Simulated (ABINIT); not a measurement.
# B (P4/mmm) in ABINIT: notebook

Aim: see how the results for B move with the level of theory and the settings. Levels: revPBE, PW91, WC, PBE. Tasks: single point.

All numbers are computed with ABINIT 10.8.3 (patched build); they aren't measurements. Logs are shortened: lines on timing, memory, paths and dates and some standing lists are left out, and cuts for length are marked. The log counts tension as positive stress, the text compression.

**1. Starting point**

Symmetry: P4/mmm, No. 123, tetragonal system. The conventional cell has a = 2.346 Å, b = 2.346 Å, c = 1.586 Å, α = 90.00°, β = 90.00°, γ = 90.00°. B (site symmetry 4/mmm) is surrounded by 2 B at 1.59 Å.

The cell was built by a generator and needn't be a form met in nature.

**2. Single point, revPBE**

run.abi

```
# Pseudopotentials
pp_dirpath "./"
pseudos "B.GGA_PBE-JTH.xml"

# Structure
acell 2.34611 2.34611 1.58579 Angstrom
rprim
     1.0000000000     0.0000000000     0.0000000000
     0.0000000000     1.0000000000     0.0000000000
     0.0000000000     0.0000000000     1.0000000000
ntypat 1
znucl 5
natom 1
typat 1
xred
     0.5000000000     0.5000000000     0.5000000000

# Plane-wave basis
ecut 18.0
pawecutdg 36.0
pawxcdev 0
pawovlp 30

# k points
kptopt 1
ngkpt 11 11 16
nshiftk 1
shiftk 0.0 0.0 0.0

# Exchange and correlation
ixc 14

# Bands and occupations
nband 6
occopt 3
tsmear 0.05 eV

# SCF cycle
nstep 100
tolvrs 1.0e-9

# Output
iomode 3
prtwf 0
prtden 0
prteig 0
prtebands 0
enunit 1
```

Potentials or basis: JTH PAW PBE v2.0.

Command:

```bash
abinit run.abi > log 2>&1
```

run.abo:

```text
.Version 10.8.3 of ABINIT
 Symmetries : space group P4/m m m (#123); Bravais tP (primitive tetrag.)
================================================================================
 Values of the parameters that define the memory need of the present run
     intxc =       0    ionmov =       0      iscf =      17    lmnmax =       8
     lnmax =       4     mgfft =      18  mpssoang =       2    mqgrid =    3001
     natom =       1  nloc_mem =       2    nspden =       1   nspinor =       1
    nsppol =       1      nsym =      16    n1xccc =       1    ntypat =       1
    occopt =       3   xclevel =       2
       mpw =         226          nfft =        3888          nkpt =         189
 PAW method is used; the additional fine FFT grid is defined by:
   mgfftf=        24    nfftf =     10368
================================================================================
================================================================================

--------------------------------------------------------------------------------
------------- Echo of variables that govern the present computation ------------
--------------------------------------------------------------------------------
 -outvars: echo values of preprocessed input variables --------
            acell      4.4335053613E+00  4.4335053613E+00  2.9967087932E+00 Bohr
              amu      1.08110000E+01
             ecut      1.80000000E+01 Hartree
           enunit           1
                       outvar_i_n : Printing only first  50 k-points.
              ixc          14
                       outvar_i_n : Printing only first  50 k-points.
         kptrlatt       11    0    0      0   11    0      0    0   16
          kptrlen      4.79473407E+01
            natom           1
            nband           6
            ngfft          18      18      12
          ngfftdg          24      24      18
             nkpt         189
            nstep         100
             nsym          16
           ntypat           1
                       prtocc : prtvol=0, do not print more k-points.
           occopt           3
        pawecutdg      3.60000000E+01 Hartree
          pawovlp      3.0000000000E+01
         pawxcdev           0
           prtden           0
        prtebands           0
           prteig           0
            prtwf           0
          spgroup         123
           tolvrs      1.00000000E-09
           tsmear      1.83746611E-03 Hartree
            typat      1
           useylm           1
                       outvars : Printing only first  50 k-points.
           xangst      1.1730550000E+00  1.1730550000E+00  7.9289500000E-01
            xcart      2.2167526806E+00  2.2167526806E+00  1.4983543966E+00
             xred      5.0000000000E-01  5.0000000000E-01  5.0000000000E-01
            znucl        5.00000

================================================================================

 chkinp: Checking input parameters for consistency.

================================================================================
== DATASET  1 ==================================================================

--- !DatasetInfo
iteration_state: {dtset: 1, }
dimensions: {natom: 1, nkpt: 189, mband: 6, nsppol: 1, nspinor: 1, nspden: 1, mpw: 226, }
cutoff_energies: {ecut:  18.0, pawecutdg:  36.0, }
electrons: {nelect:   3.00000000E+00, charge:   0.00000000E+00, occopt:   3.00000000E+00, tsmear:   1.83746611E-03, }
meta: {optdriver: 0, ionmov: 0, optcell: 0, iscf: 17, paral_kgb: 0, }
...

 Exchange-correlation functional for the present dataset will be:
  GGA: revPBE functional - ixc=14
  Zhang and Yang, PRL 80, 890 (1998)

 Real(R)+Recip(G) space primitive vectors, cartesian coordinates (Bohr,Bohr^-1):
 R(1)=  4.4335054  0.0000000  0.0000000  G(1)=  0.2255552  0.0000000  0.0000000
 R(2)=  0.0000000  4.4335054  0.0000000  G(2)=  0.0000000  0.2255552  0.0000000
 R(3)=  0.0000000  0.0000000  2.9967088  G(3)=  0.0000000  0.0000000  0.3336994
 Unit cell volume ucvol=  5.8903218E+01 bohr^3
 Angles (23,13,12)=  9.00000000E+01  9.00000000E+01  9.00000000E+01 degrees

 Coarse grid specifications (used for wave-functions):

 getcut: wavevector=  0.0000  0.0000  0.0000  ngfft=  18  18  12
         ecut(hartree)=     18.000   => boxcut(ratio)=   2.09670

 Fine grid specifications (used for densities):

 getcut: wavevector=  0.0000  0.0000  0.0000  ngfft=  24  24  18
         ecut(hartree)=     36.000   => boxcut(ratio)=   2.00423

--- Pseudopotential description ------------------------------------------------
- pspini: atom type   1  psp file is ./B.GGA_PBE-JTH.xml
 Pseudopotential format is: paw10
 basis_size (lnmax)=  4 (lmn_size=  8), orbitals=   0   0   1   1
 Spheres core radius: rc_sph= 1.70616958
 Shapefunction is SIN type: shapef(r)=[sin(pi*r/rshp)/(pi*r/rshp)]**2
 Radius for shape functions =  1.40269776
 Compensation charge density is not taken into account in XC energy/potential

   1.25854815E+01                                ecore*ucvol(ha*bohr**3)
--------------------------------------------------------------------------------

================================================================================

--- !BeginCycle
iteration_state: {dtset: 1, }
solver: {iscf: 17, nstep: 100, nline: 4, wfoptalg: 10, }
tolerances: {tolvrs: 1.00E-09, }
...

     iter   Etot(hartree)      deltaE(h)  residm     nres2
 ETOT  1  -2.8050701843170    -2.805E+00 7.115E-01 2.604E+00
 ETOT  2  -2.8119571865388    -6.887E-03 4.165E-02 2.681E-01
 ETOT  3  -2.8108635030151     1.094E-03 6.655E-03 1.726E-03
 ETOT  4  -2.8108843615589    -2.086E-05 1.875E-03 3.618E-04
 ETOT  5  -2.8108868818772    -2.520E-06 1.312E-03 2.913E-05
 ETOT  6  -2.8108868203120     6.157E-08 6.583E-04 1.321E-06
 ETOT  7  -2.8108868348852    -1.457E-08 9.879E-04 1.985E-08
 ETOT  8  -2.8108868348107     7.444E-11 2.826E-04 7.381E-10

 At SCF step    8       nres2   =  7.38E-10 < tolvrs=  1.00E-09 =>converged.

 Cartesian components of stress tensor (hartree/bohr^3)
  sigma(1 1)=  3.42254362E-06  sigma(3 2)=  0.00000000E+00
  sigma(2 2)=  3.42254362E-06  sigma(3 1)=  0.00000000E+00
  sigma(3 3)= -1.89801000E-04  sigma(2 1)=  0.00000000E+00

--- !ResultsGS
iteration_state: {dtset: 1, }
comment   : Summary of ground state results
lattice_vectors:
- [  4.4335054,   0.0000000,   0.0000000, ]
- [  0.0000000,   4.4335054,   0.0000000, ]
- [  0.0000000,   0.0000000,   2.9967088, ]
lattice_lengths: [   4.43351,    4.43351,    2.99671, ]
lattice_angles: [ 90.000,  90.000,  90.000, ] # degrees, (23, 13, 12)
lattice_volume:   5.8903218E+01
convergence: {deltae:  7.444E-11, res2:  7.381E-10, residm:  2.826E-04, diffor: null, }
etotal    :  -2.81088683E+00
entropy   :   0.00000000E+00
fermie    :   2.12642765E-01
cartesian_stress_tensor: # hartree/bohr^3
- [  3.42254362E-06,   0.00000000E+00,   0.00000000E+00, ]
- [  0.00000000E+00,   3.42254362E-06,   0.00000000E+00, ]
- [  0.00000000E+00,   0.00000000E+00,  -1.89801000E-04, ]
pressure_GPa:   1.7942E+00
xred      :
- [  5.0000E-01,   5.0000E-01,   5.0000E-01,  B]
cartesian_forces: # hartree/bohr
- [ -0.00000000E+00,  -0.00000000E+00,  -0.00000000E+00, ]
force_length_stats: {min:   0.00000000E+00, max:   0.00000000E+00, mean:   0.00000000E+00, }
...

 Integrated electronic density in atomic spheres:
 ------------------------------------------------
 Atom  Sphere_radius  Integrated_density
    1        1.70617          1.79001418

================================================================================

 ----iterations are completed or convergence reached----

 Mean square residual over all n,k,spin=   96.716E-08; max=  28.261E-05
 reduced coordinates (array xred) for    1 atoms
       0.500000000000      0.500000000000      0.500000000000
 rms dE/dt=  0.0000E+00; max dE/dt=  0.0000E+00; dE/dt below (all hartree)
    1       0.000000000000      0.000000000000      0.000000000000

 cartesian coordinates (angstrom) at end:
    1      1.17305500000000     1.17305500000000     0.79289500000000

 cartesian forces (hartree/bohr) at end:
    1     -0.00000000000000    -0.00000000000000    -0.00000000000000
 frms,max,avg= 0.0000000E+00 0.0000000E+00   0.000E+00  0.000E+00  0.000E+00 h/b

 cartesian forces (eV/Angstrom) at end:
    1     -0.00000000000000    -0.00000000000000    -0.00000000000000
 frms,max,avg= 0.0000000E+00 0.0000000E+00   0.000E+00  0.000E+00  0.000E+00 e/A
 length scales=  4.433505361254  4.433505361254  2.996708793203 bohr
              =  2.346110000000  2.346110000000  1.585790000000 angstroms
 Fermi (or HOMO) energy (eV) =   5.78630   Average Vxc (eV)= -10.98474
 Eigenvalues (   eV  ) for nkpt= 189  k points:
 kpt#   1, nband=  6, wtk=  0.00052, kpt=  0.0000  0.0000  0.0000 (reduced coord)
  -8.25654   10.24578   10.24578   20.03458   21.20621   32.23562
 prteigrs : prtvol=0 or 1, do not print more k-points.

--- !EnergyTerms
iteration_state     : {dtset: 1, }
comment             : Components of total free energy in Hartree
kinetic             :  1.62366013573349E+00
hartree             :  1.74774708898546E-01
xc                  : -1.10317521841020E+00
Ewald energy        : -3.10686345866103E+00
psp_core            :  2.13663736164641E-01
local_psp           : -9.07921491658463E-01
PAW spherical_terms :  2.95046658382359E-01
internal            : -2.81081492955066E+00
'-kT*entropy'       : -7.15283551418702E-05
total_energy        : -2.81088645790580E+00
total_energy_eV     : -7.64881170996722E+01
...

--- !EnergyTermsDC
iteration_state     : {dtset: 1, }
comment             : '"Double-counting" decomposition of free energy'
band_energy         : -3.47796070694115E-02
Ewald energy        : -3.10686345866103E+00
psp_core            :  2.13663736164641E-01
xc_dc               :  9.79706046585269E-02
PAW spherical_terms :  1.91934184516994E-02
internal            : -2.81081530645557E+00
'-kT*entropy'       : -7.15283551418702E-05
total_energy_dc     : -2.81088683481072E+00
total_energy_dc_eV  : -7.64881273557774E+01
...

--- !EnergyTermsWithPAWCore
iteration_state     : {dtset: 1, }
comment             : 'Components of total free energy, including PAW core contributions'
Total energy        : -2.48407469818627E+01
Total energy DC     : -2.48407473587676E+01
Total energy (eV)   : -6.75951160762152E+02
Total energy DC (eV): -6.75951171018258E+02
...

 Cartesian components of stress tensor (hartree/bohr^3)
  sigma(1 1)=  3.42254362E-06  sigma(3 2)=  0.00000000E+00
  sigma(2 2)=  3.42254362E-06  sigma(3 1)=  0.00000000E+00
  sigma(3 3)= -1.89801000E-04  sigma(2 1)=  0.00000000E+00

-Cartesian components of stress tensor (GPa)         [Pressure=  1.7942E+00 GPa]
- sigma(1 1)=  1.00694710E-01  sigma(3 2)=  0.00000000E+00
- sigma(2 2)=  1.00694710E-01  sigma(3 1)=  0.00000000E+00
- sigma(3 3)= -5.58413820E+00  sigma(2 1)=  0.00000000E+00

== END DATASET(S) ==============================================================
================================================================================

 -outvars: echo values of variables after computation  --------
            acell      4.4335053613E+00  4.4335053613E+00  2.9967087932E+00 Bohr
           etotal     -2.8108868348E+00
            fcart     -0.0000000000E+00 -0.0000000000E+00 -0.0000000000E+00
           strten      3.4225436176E-06  3.4225436176E-06 -1.8980099954E-04
                       0.0000000000E+00  0.0000000000E+00  0.0000000000E+00
           xangst      1.1730550000E+00  1.1730550000E+00  7.9289500000E-01
             xred      5.0000000000E-01  5.0000000000E-01  5.0000000000E-01
 Calculation completed.
```

It took 4 s on 1 thread of Arm Neoverse V2, shared host; peak memory 0.07 GiB.

Results:

```yaml
Free_energy: -76.4881 eV
Pressure: 1.8 GPa
Band_gap_on_the_k_mesh: none (metal or under the smearing width)
```

Levels at points of the mesh, in eV from the Fermi level:
```csv
k point,band 1,band 2,band 3,band 4
"(0.00, 0.00, 0.00)",-14.04,4.46,4.46,14.25
"(0.00, 0.00, 0.50)",-5.97,1.36,13.65,13.65
```

Caveat: the PAW data sets were made with another functional, which shifts forces and pressure a little; the atomic spheres overlap.

(Part 1 of 2 ends here.)
